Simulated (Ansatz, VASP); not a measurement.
## CoO in VASP and in Ansatz

```xyz
2
Lattice="0.0000 2.1242 2.1242 2.1242 0.0000 2.1242 2.1242 2.1242 0.0000" Properties=species:S:1:pos:R:3 pbc="T T T"
Co    0.0000    0.0000    0.0000
O     2.1242    2.1242    2.1242
```

Alike in both runs: functional PBE; k mesh 16 × 16 × 16; occupations gaussian, width 0.1 eV; collinear spin.

Ansatz relaxed the structure, and its values are those at the end. VASP's run is a single point on that final structure, the one shown.

|  | VASP | Ansatz |
| --- | --- | --- |
| version | VASP 6.6.1 | Ansatz 0.2.0 |
| potentials or method | VASP PAW PBE potentials, release 64 (Co, O) | scalar-relativistic, plane waves, PAW |
| plane-wave cutoff (eV) | 520 | 420 |
| valence electrons in the cell | 15 | 23 |

Ansatz gave:

- gap on the k mesh at the Fermi level (eV): none
- pressure (GPa): 0.0
- net moment per atom (μB): 1.47
- size of the moment on the site where the two differ most (μB): 2.49

Problem. Which values does VASP return?

Solution. gap on the k mesh at the Fermi level (eV): none; pressure (GPa): -0.5; net moment per atom (μB): 1.45; size of the moment on the site where the two differ most (μB): 2.55.

Site moments also hang on the region over which each program counts them. A gap of «none» marks a metal or a gap that the smearing closes. The two sets of potentials don't hold the same shells in valence.

Caveats: a cell with one magnetic atom can't hold antiferromagnetic order, which such compounds often take; semilocal functionals often make such compounds metallic where correlation or magnetic order opens a gap, which also shifts bond lengths.
